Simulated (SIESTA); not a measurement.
**CsPbCl3 in SIESTA: the effect of functional**

Crystal: CsPbCl3.

```
CELL_PARAMETERS angstrom
5.60500 0.00000 0.00000
0.00000 5.60500 0.00000
0.00000 0.00000 5.60500
ATOMIC_POSITIONS crystal
Pb 0.50000 0.50000 0.50000
Cs 0.00000 0.00000 0.00000
Cl 0.50000 0.00000 0.50000
Cl 0.00000 0.50000 0.50000
Cl 0.50000 0.50000 0.00000
```

Alike in all runs:

* Program: SIESTA 5.4.2
* Task: band structure
* Basis: DZP (energy shift 0.003 Ry; two zetas on semicore shells; d shell added on Cs)
* Grid cutoff: 800 Ry
* Energy shift: 0.003 Ry
* k mesh: 5 × 5 × 5
* Occupations: fermi-dirac, width 0.05 eV
* Spin: no spin polarisation

Q: One run gave: pressure 3.7 GPa. Which functional did it use?
A. LDA
B. BLYP
C. AM05
D. vdW-DF-cx
E. PBEsol

A: B.

```tsv
functional	potentials or basis	pressure (GPa)
AM05	PseudoDojo 0.4 standard (PBEsol files)	1.3
BLYP	PseudoDojo 0.4 standard (PBE files)	3.7
vdW-DF-cx	PseudoDojo 0.4 standard (PBE files)	0.9
LDA	PseudoDojo 0.4 standard (LDA files)	-0.9
PBEsol	PseudoDojo 0.4 standard (PBEsol files)	0.5
```

Caveats: the basis of atomic orbitals isn't converged, which shifts pressures, moduli and gaps; the potentials were made for another functional, which shifts forces and pressure (some runs).

Not every run made on this cell is shown here.
